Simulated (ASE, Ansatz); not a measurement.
# Building CsCl-type CsBr, size series (24 atoms)

The cell is an input for a DFT calculation. Recipe: CsCl-type CsBr (a = 4.29 Å), 2 x 2 x 3 conventional cells; ideal positions.

A script for it:

build.py (ASE 3.29.0):

```python
from ase.build import bulk

u = bulk('CsBr', 'cesiumchloride', a=4.29, cubic=True)
atoms = u.repeat([2, 2, 3])
atoms.wrap()
atoms.write('structure.xyz')
print(atoms.get_chemical_formula(), len(atoms), 'atoms; cell', atoms.cell.cellpar().round(3))
```

```console
$ python build.py
Br12Cs12 24 atoms; cell [ 8.58  8.58 12.87 90.   90.   90.  ]
```

The structure is cubic, space group Pm-3m (No. 221). Conventional cell: a = 4.290 Å, b = 4.290 Å, c = 4.290 Å, α = 90.00°, β = 90.00°, γ = 90.00°. Nearest to Cs lie 8 Br at 3.72 Å. Nearest to Br lie 8 Cs at 3.72 Å. Farther neighbours and most contacts between anions are not listed.

```xyz
24
Lattice="8.5800 0.0000 0.0000 0.0000 8.5800 0.0000 0.0000 0.0000 12.8700" Properties=species:S:1:pos:R:3 pbc="T T T"
Cs    0.0000    0.0000    0.0000
Br    2.1450    2.1450    2.1450
Cs    0.0000    0.0000    4.2900
Br    2.1450    2.1450    6.4350
Cs    0.0000    0.0000    8.5800
Br    2.1450    2.1450   10.7250
Cs    0.0000    4.2900    0.0000
Br    2.1450    6.4350    2.1450
Cs    0.0000    4.2900    4.2900
Br    2.1450    6.4350    6.4350
Cs    0.0000    4.2900    8.5800
Br    2.1450    6.4350   10.7250
Cs    4.2900    0.0000    0.0000
Br    6.4350    2.1450    2.1450
Cs    4.2900    0.0000    4.2900
Br    6.4350    2.1450    6.4350
Cs    4.2900    0.0000    8.5800
Br    6.4350    2.1450   10.7250
Cs    4.2900    4.2900    0.0000
Br    6.4350    6.4350    2.1450
Cs    4.2900    4.2900    4.2900
Br    6.4350    6.4350    6.4350
Cs    4.2900    4.2900    8.5800
Br    6.4350    6.4350   10.7250
```

Bonds by pair of elements; cutoffs follow the first minimum of g(r), held within bounds set by covalent radii, and pairs that aren't listed don't count as bonded:

```tsv
pair A-B	cutoff (Å)	bonds	mean length (Å)	spread (Å)	shortest (Å)	B about A	A about B
Br-Cs	4.13	96	3.71	0	3.71	8	8
```

How many atoms have how many bonded neighbours:

```tsv
element	mean	8
Br	8	12
Cs	8	12
```

[Logs are printed without paths, hosts, clocks, repeated set-up lines and the standing remarks that a program may print on its own settings, such as how far it seeks lower states.]

[Hosts, paths, dates, database ids (printed as entryN), source tags and the programs' standing remarks are cut or masked in the printed files.]
